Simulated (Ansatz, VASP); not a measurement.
# One calculation of CO2, two programs

POSCAR

```
CO2
1.0
    4.3141500000      2.4907756638      3.5346666667
   -4.3141500000      2.4907756638      3.5346666667
    0.0000000000     -4.9815513276      3.5346666667
C O
8 16
Direct
    0.0000000000      0.0000000000      0.0000000000
    0.5000000000      0.5000000000      0.5000000000
    0.2500000000      0.4997807261      0.0002192739
    0.0002192739      0.2500000000      0.4997807261
    0.4997807261      0.0002192739      0.2500000000
    0.7500000000      0.5002192739      0.9997807261
    0.9997807261      0.7500000000      0.5002192739
    0.5002192739      0.9997807261      0.7500000000
    0.3506104755      0.3853058458      0.8863154170
    0.8863154170      0.3506104755      0.3853058458
    0.3853058458      0.8863154170      0.3506104755
    0.6136845830      0.1146941542      0.1493895245
    0.1146941542      0.1493895245      0.6136845830
    0.1493895245      0.6136845830      0.1146941542
    0.6493895245      0.6146941542      0.1136845830
    0.1136845830      0.6493895245      0.6146941542
    0.6146941542      0.1136845830      0.6493895245
    0.3863154170      0.8853058458      0.8506104755
    0.8853058458      0.8506104755      0.3863154170
    0.8506104755      0.3863154170      0.8853058458
    0.1095011987      0.1095011987      0.1095011987
    0.3904988013      0.3904988013      0.3904988013
    0.8904988013      0.8904988013      0.8904988013
    0.6095011987      0.6095011987      0.6095011987
```

Contents of INCAR.step1:

```
SYSTEM = CO2
ALGO = Normal ; EDIFF = 1E-4
ENCUT = 520 ; GGA = PE
ISMEAR = -1 ; LASPH = .True.
LCHARG = .False. ; LREAL = Auto
LWAVE = .True. ; NBANDS = 82
NELM = 60 ; PREC = Accurate
SIGMA = 0.02
```

File INCAR.step2:

```
SYSTEM = CO2
ALGO = Normal ; EDIFF = 1E-8
ENCUT = 520 ; ISIF = 2
ISMEAR = -1 ; ISTART = 1
LASPH = .True. ; LCHARG = .False.
LEFG = .True. ; LMIXTAU = .True.
LREAL = Auto ; LWAVE = .False.
METAGGA = R2SCAN ; NBANDS = 82
NELM = 60 ; PREC = Accurate
SIGMA = 0.02
```

The input KPOINTS:

```
k-points
0
Gamma
  4 4 4
  0 0 0
```

Input for Ansatz:

```yaml
crystal:
  lattice:
    - [4.31415, 2.4907756638, 3.5346666667]
    - [-4.31415, 2.4907756638, 3.5346666667]
    - [0.0, -4.9815513276, 3.5346666667]
  atoms:
    - { symbol: C, position: [0.0, 0.0, 0.0] }
    - { symbol: C, position: [0.5, 0.5, 0.5] }
    - { symbol: C, position: [0.25, 0.4997807261, 0.0002192739] }
    - { symbol: C, position: [0.0002192739, 0.25, 0.4997807261] }
    - { symbol: C, position: [0.4997807261, 0.0002192739, 0.25] }
    - { symbol: C, position: [0.75, 0.5002192739, 0.9997807261] }
    - { symbol: C, position: [0.9997807261, 0.75, 0.5002192739] }
    - { symbol: C, position: [0.5002192739, 0.9997807261, 0.75] }
    - { symbol: O, position: [0.3506104755, 0.3853058458, 0.886315417] }
    - { symbol: O, position: [0.886315417, 0.3506104755, 0.3853058458] }
    - { symbol: O, position: [0.3853058458, 0.886315417, 0.3506104755] }
    - { symbol: O, position: [0.613684583, 0.1146941542, 0.1493895245] }
    - { symbol: O, position: [0.1146941542, 0.1493895245, 0.613684583] }
    - { symbol: O, position: [0.1493895245, 0.613684583, 0.1146941542] }
    - { symbol: O, position: [0.6493895245, 0.6146941542, 0.113684583] }
    - { symbol: O, position: [0.113684583, 0.6493895245, 0.6146941542] }
    - { symbol: O, position: [0.6146941542, 0.113684583, 0.6493895245] }
    - { symbol: O, position: [0.386315417, 0.8853058458, 0.8506104755] }
    - { symbol: O, position: [0.8853058458, 0.8506104755, 0.386315417] }
    - { symbol: O, position: [0.8506104755, 0.386315417, 0.8853058458] }
    - { symbol: O, position: [0.1095011987, 0.1095011987, 0.1095011987] }
    - { symbol: O, position: [0.3904988013, 0.3904988013, 0.3904988013] }
    - { symbol: O, position: [0.8904988013, 0.8904988013, 0.8904988013] }
    - { symbol: O, position: [0.6095011987, 0.6095011987, 0.6095011987] }
kpoints:
  mp_grid: { grid: [4, 4, 4] }
scf:
  occupations: { method: fermi_dirac, width: 0.02 }
hamiltonian:
  xc: r2scan
  pseudopotentials: { kind: paw }
output:
  forces: true
  stress: true
  populations: true
  efg: { quadrupole_moments_barn: { O: -0.02558 }, contact_densities: true }
```

Alike in both runs: task electric field gradients; functional r2SCAN; k mesh 4 × 4 × 4; occupations fermi-dirac, width 0.02 eV; no spin polarisation.

```csv
,VASP,Ansatz
version,VASP 6.6.1,Ansatz 0.2.0
potentials or method,"VASP PAW PBE potentials, release 64 (C, O)","plane-wave PAW, scalar-relativistic"
plane-wave cutoff (eV),520,500
valence electrons in the cell,128,128
```

```tsv
	VASP	Ansatz	Ansatz less VASP
gap on the k mesh at the Fermi level (eV)	6.99	7.02	+0.023
pressure (GPa)	13.7	10.8	-2.84
largest component of the traceless stress (GPa)	0.04	0.32	+0.273
rms of the force components (eV/Å)	0.025	0.391	+0.3661
Vzz of the field gradient on the site that differs most (V/Å²)	-57.3	-35.4	+21.98
```

Atom by atom the forces differ by 0.367 eV/Å (rms over components). One of these differences is far larger than is usual between the two programs; its cause wasn't traced. With one functional, cell and mesh, what is left measures potentials, basis and numerics.

Caveats: the standard files for N, O and F lose accuracy on very short bonds; the PAW data sets were made with another functional, which shifts forces and pressure a little (VASP). r2SCAN opens gaps a little over a GGA but as a rule still falls short of measured ones. A k mesh can miss the band edges.
